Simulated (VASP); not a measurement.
# Se (R-3m) in VASP: notebook, part 2 of 2

VASP 6.6.1. The steps go on from the part before.

### Step 3. Relaxation of cell and atoms, PBE, target pressure 94 GPa, at which the enthalpy is minimised

This run uses another cell than the first one, of 13.03 Å³/atom, 1.151 times its volume.

The input, INCAR:

```
SYSTEM = Se
PREC     = Accurate       ! precision mode
ENCUT    = 520            ! plane-wave cutoff, eV
EDIFF    = 1E-7           ! SCF threshold, eV
ISMEAR   = 0              ! smearing method
SIGMA    = 0.02           ! smearing width, eV
LREAL    = .False.        ! projectors in reciprocal space
LASPH    = .True.         ! aspherical terms in the spheres
NELM     = 80             ! most SCF steps
ALGO     = Normal         ! electronic algorithm
ISIF     = 3              ! what is computed and relaxed
LWAVE    = .False.        ! write WAVECAR
LCHARG   = .False.        ! write CHGCAR
GGA      = PE             ! functional
IBRION   = 2              ! ionic algorithm
NSW      = 80             ! ionic steps
EDIFFG   = -0.002         ! ionic threshold
PSTRESS  = 940.0
```

The input, KPOINTS:

```
Automatic mesh
0
Gamma
  21 21 21
  0 0 0
```

The input, POSCAR:

```
Se                                      
1.0
    1.9573294988      1.1300647877      0.9818218565
   -1.9573294988      1.1300647877      0.9818218565
    0.0000000000     -2.2601295754      0.9818218565
  Se            
     1
Direct
     0.0000000000000000    0.0000000000000000    0.0000000000000000
```

Potentials or basis: VASP PAW PBE potentials, release 64 (Se).

Launch:

```sh
$ cat potpaw_PBE.64/Se/POTCAR > POTCAR
$ mpirun -np 1 vasp_std > vasp.out
```

OUTCAR:

```text
SYSTEM = Se
   PREC = Accurate
   ENCUT = 520
   EDIFF = 1E-7
   ISMEAR = 0
   LREAL = .False.
   LASPH = .True.
   NELM = 80
   ISIF = 3
   GGA = PE
   IBRION = 2
   NSW = 80
   EDIFFG = -0.002
   PSTRESS = 940.0

 ion  position               nearest neighbor table
   1  0.000  0.000  0.000-

  LATTYP: Found a trigonal (rhomboedric) cell.
 ALAT       =     2.4641751864
 COS(alpha) =    -0.2618702990

  Lattice vectors:

 A1 = (   1.9573294988,   1.1300647877,   0.9818218565)
 A2 = (  -1.9573294988,   1.1300647877,   0.9818218565)
 A3 = (   0.0000000000,  -2.2601295754,   0.9818218565)

Analysis of symmetry for initial positions (statically):
=====================================================================
 Subroutine PRICEL returns:
 Original cell was already a primitive cell.

 Routine SETGRP: Setting up the symmetry group for a
 trigonal (rhombohedral) supercell.

 Subroutine GETGRP returns: Found 12 space group operations
 (whereof 12 operations were pure point group operations)
 out of a pool of 12 trial point group operations.

The static configuration has the point symmetry D_3d.

Analysis of symmetry for dynamics (positions and initial velocities):
=====================================================================
 Subroutine PRICEL returns:
 Original cell was already a primitive cell.

 Routine SETGRP: Setting up the symmetry group for a
 trigonal (rhombohedral) supercell.

 Subroutine GETGRP returns: Found 12 space group operations
 (whereof 12 operations were pure point group operations)
 out of a pool of 12 trial point group operations.

The dynamic configuration has the point symmetry D_3d.

 Subroutine INISYM returns: Found 12 space group operations
 (whereof 12 operations are pure point group operations),
 and found     1 'primitive' translations

----------------------------------------------------------------------------------------
[... 117 lines left out ...]
   LHFCALC =     F    Hartree Fock is set to
   AEXX    =    0.0000 exact exchange contribution
   IVDW    =     0    specifies the selected vdW correction
   LEPSILON=     F    determine dielectric tensor
   LRPA    =     F    only Hartree local field effects (RPA)
 conjugate gradient relaxation of ions
 non-spin polarized calculation
 Gauss-broadening in eV      SIGMA  =   0.02
  energy-cutoff  :      520.00
  volume of cell :       13.03
 maximum number of plane-waves:       373
   NGX =  9   NGY =  9   NGZ =  9

--------------------------------------- Ionic step        1  -------------------------------------------

 number of electron       6.0000000 magnetization

 Free energy of the ion-electron system (eV)
  ---------------------------------------------------
  ext. energy  EPLUGINS =         0.00000000
  ---------------------------------------------------
  free energy    TOTEN  =        -1.59310385 eV

  energy without entropy =       -1.59303737  energy(sigma->0) =       -1.59307061

------------------------ aborting loop because EDIFF is reached ----------------------------------------

  FORCE on cell =-STRESS in cart. coord.  units (eV):
  Direction    XX          YY          ZZ          XY          YZ          ZX
  --------------------------------------------------------------------------------------
  -------------------------------------------------------------------------------------
  Total        7.6464603      7.6464614      7.6472132     -0.0000000      0.0000000      0.0000000
  in kB      940.1990168    940.1991410    940.2915894     -0.0000000      0.0000000      0.0000000
  external PRESSURE =       0.2299158 kB  Pullay stress =     940.0000000 kB
[... 61 lines left out ...]
--------------------------------------- Ionic step        3  -------------------------------------------

 number of electron       6.0000000 magnetization

 Free energy of the ion-electron system (eV)
  ---------------------------------------------------
  ext. energy  EPLUGINS =         0.00000000
  ---------------------------------------------------
  free energy    TOTEN  =        -1.59355984 eV

  energy without entropy =       -1.59349342  energy(sigma->0) =       -1.59352663

 E-fermi :  12.1877     XC(G=0): -12.7028

 val. band max:       12.1841316820   @ k =  -0.4286   0.1429   0.0952
 cond. band min:      12.1945163353   @ k =  -0.3810   0.2381   0.2381
 fundamental gap:      0.0103846533
 Fermi energy:        12.1876808059

 k-point     1 :       0.0000    0.0000    0.0000
  band No.  band energies     occupation
      1      -9.3196      2.00000
      2      15.7914      0.00000
      3      18.2920      0.00000
      4      18.2920      0.00000
      5      22.9426      0.00000
      6      22.9426      0.00000
      7      26.0617      0.00000
[... 221 lines left out ...]
 k-point    24 :      -0.3810    0.0476   -0.0000
  band No.  band energies     occupation
      1      -5.5701      2.00000
      2       3.5692      2.00000
      3      14.8467      0.00000
      4      16.9901      0.00000
      5      21.1428      0.00000
      6      22.4173      0.00000
      7      31.0733      0.00000

 [... further k-points ...]
[... 5 lines left out ...]
  --------------------------------------------------------------------------------------
  -------------------------------------------------------------------------------------
  Total        7.6448331      7.6448343      7.6459160      0.0000000      0.0000000      0.0000000
  in kB      939.9428574    939.9430019    940.0759975      0.0000000      0.0000000      0.0000000
  external PRESSURE =      -0.0127144 kB  Pullay stress =     940.0000000 kB
[... 20 lines left out ...]
  energy  without entropy=       -1.5934934176  energy(sigma->0) =       -1.59352663

  enthalpy is  TOTEN    =         6.0517380557 eV   P V=        7.6452978956

 reached required accuracy - stopping structural energy minimisation
```

Wall time 39 s (1 thread of Intel Xeon 6975P-C (Granite Rapids), shared host); peak memory 0.19 GiB.

What came out:

- Free energy: -1.5936 eV
- Energy change on relaxing (the enthalpy is what falls): -0.5 meV/atom
- Ionic steps: 3
- Pressure after relaxing: 94.0 GPa
- Band gap on the k mesh: none (metal or under the smearing width)

Step by step:
```
step  energy change (eV)  largest force (eV/Å)  pressure (GPa)  volume (Å³)
   1              0.0000                0.0000           94.02        13.03
   2             -0.0021                0.0000           93.91        13.03
   3             -0.0005                0.0000           94.00        13.03
```

Final structure:
```
Se
1.0
     1.95736    1.13008    0.98185
    -1.95736    1.13008    0.98185
     0.00000   -2.26017    0.98185
Se
1
Direct
  0.00000 0.00000 0.00000
```

Levels at points of the mesh, in eV from the Fermi level:
```
           k point  band 1  band 2  band 3  band 4  band 5  band 6  band 7
(0.00, 0.00, 0.00)  -21.51    3.60    6.10    6.10   10.75   10.75   13.87
```

Caveat: the cell is relaxed towards a set pressure, so the enthalpy falls and the energy may rise.
